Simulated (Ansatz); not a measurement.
How FeSi2 stores the work of compression

The calculation used DFT r2SCAN, scalar-relativistic, plane waves, PAW (Ansatz). Run with 500 eV cutoff, 16×16×8 k-mesh, Gaussian smearing of 0.10 eV, collinear spin.

Reference structure (relaxed):

```yaml
crystal:
  lattice:
    - [2.68237, 0.00000, 0.00000]
    - [0.00000, 2.68237, 0.00000]
    - [0.00000, 0.00000, 5.10399]
  atoms:
    - { symbol: Fe, position: [0.00000, 0.00000, 0.00000] }
    - { symbol: Si, position: [0.50000, 0.50000, 0.27102] }
    - { symbol: Si, position: [0.50000, 0.50000, 0.72898] }
```

Cell and atoms were relaxed at each target pressure within the start's symmetry (P4/mmm), at zero temperature; other phases can be more stable under pressure. H = E + PV with P the target; E is the free energy at the smearing used, whose derivative the pressure is, per atom and counted from zero pressure. The mesh named is that at zero pressure; some other pressures ran on another.

With moments and this functional the run may sit in a state above the lowest one. Starting moments were lost in some runs.

```csv
P (GPa),V (Å³/atom),E − E0 (meV),H − H0 (meV)
0,12.241,0.0,0.0
1,12.177,0.2,76.2
4,11.999,3.0,302.5
12,11.587,23.3,891.1
25,11.051,84.4,1808.8
50,10.280,261.6,3469.8
90,9.426,627.9,5922.9
```

Thermodynamics gives dH/dP = V along a relaxed path. Integrate V over P by the trapezoid rule and compare with the computed enthalpies.

With 1 eV/Å³ = 160.22 GPa, each step adds the mean volume times ΔP / 160.22:
```tsv
P (GPa)	∫V dP (meV)	H − H0 (meV)	difference (meV)
1	76.2	76.2	0.0
4	302.5	302.5	0.0
12	891.4	891.1	0.3
25	1809.8	1808.8	1.0
50	3474.1	3469.8	4.3
90	5934.1	5922.9	11.2
```

V(P) curves upward, so the trapezoid rule runs high; integrating a smooth curve through the same points (P as a polynomial of degree 4 in ln V) puts that excess at about 11.7 meV at 90 GPa, against the 11.2 meV found.

At 90 GPa, how much of the enthalpy change is stored energy and how much is the PV term?

E rises by 628 meV/atom and PV is 90 × 9.426 / 160.22 = 5295 meV/atom, so PV makes 89 % of ΔH. So between rival structures at high pressure a small difference in volume can outweigh the difference in energy: 1 % of this volume is worth 53.0 meV/atom at this pressure.

What bulk modulus do the lowest pressures give, and how is the compression shared among the axes?

From the pressures that the runs reached, -1.00 GPa (12.305 Å³) and 1.01 GPa (12.177 Å³), B = −ΔP/Δln V = 2.01 / 0.0105 = 191 GPa, a mean over that range. The linear compressibilities −Δln(length)/ΔP are 2.09 along a, 2.09 along b, 1.05 along c (in TPa⁻¹). With fixed angles they add up to 1/B: 5.23 against 5.22. Softest: a and b, at 40 % of the volume change per axis.